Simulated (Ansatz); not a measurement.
A vibration from a frozen displacement in SrO

All numbers below come from Ansatz 0.2.0, DFT PBE, scalar-relativistic, plane waves, PAW. The runs took a 420 eV cutoff, a Γ-centred 6×6×6 mesh and Gaussian smearing (0.05 eV). No spin polarisation. Energies are free energies at this smearing, counted from the undisturbed cell; pressure is positive in compression.

The starting cell (as given, not relaxed at this level; it stands at 0.9 GPa; this form isn't the usual structure):

```yaml
crystal:
  lattice:
    - [4.27547, 0.00000, 0.00000]
    - [-2.13773, 3.70266, 0.00000]
    - [0.00000, 0.00000, 5.15559]
  atoms:
    - { symbol: Sr, position: [0.33333, 0.66667, 0.93813] }
    - { symbol: Sr, position: [0.66667, 0.33333, 0.43813] }
    - { symbol: O, position: [0.33333, 0.66667, 0.43687] }
    - { symbol: O, position: [0.66667, 0.33333, 0.93687] }
```

Every O atom is moved by x along the Cartesian unit vector (0.000, 1.000, 0.000); the cell and all other atoms stay fixed. The cell's volume is 81.62 Å³; the moved atoms weigh 31.998 u together and the others 175.240 u. Some rows repeat others by symmetry and weren't run.

```
  x (Å)  ΔE (meV/cell) total force on the moved atoms along the move (eV/Å) pressure (GPa)
-0.2000         194.92                                                2.0224          2.0137
-0.1750         147.93                                                1.7394          1.7466
-0.1500         107.85                                                1.4687          1.5178
-0.1000          47.37                                                0.9564          1.1701
-0.0500          11.76                                                0.4715          0.9648
 0.0000           0.00                                                0.0000          0.8966
 0.0500          11.76                                               -0.4715          0.9648
 0.1000          47.37                                               -0.9564          1.1701
 0.1500         107.85                                               -1.4687          1.5178
 0.1750         147.93                                               -1.7394          1.7466
 0.2000         194.92                                               -2.0224          2.0137
```

Task: What frequency belongs to this motion?

Result: The force constant is k = −dF/dx = 9.430 eV/Å², from the parabola through x = -0.0500, 0 and 0.0500. In every cell the moved atoms swing against the rest, so the mass is μ = m₁m₂/(m₁ + m₂) = 27.057 u, and ν̃ = 521.5 cm⁻¹ × √(|k|/μ) = 308 cm⁻¹. To first order in x, and within 1 %, the force on every atom lies along the move and, within each of the two groups, in proportion to the atom's mass, so this is itself a mode at the zone centre of this cell, taken without macroscopic field (the transverse frequency in a polar insulator).

Task: How far does the harmonic law reach?

Result: At x = -0.200 Å, kx²/2 = 188.60 meV against the computed 194.92 meV (+3.4 %): the well is still close to harmonic there.

Task: The pressure changes with x². What does that say about the frequency under compression?

Result: With E = k(V)x²/2, k ∝ V^(−2γ) and x scaling with the cell as V^(1/3), P − P0 = −∂E/∂V = (2γ − 2/3) ΔE/V. At x = 0.1000 Å, V(P − P0) = 81.62 × 0.27347 / 160.2 eV = 139.31 meV and ΔE = 47.37 meV, so γ = 1/3 + V(P − P0)/(2ΔE) = 1.80. This is the Grüneisen parameter of the motion under uniform scaling of the cell: shrinking the cell evenly by 1 % in volume raises the frequency by about 1.80 %.

Cost: 6 runs of about 2.1 core-minutes in all, on Arm Neoverse N1 (shared hosts).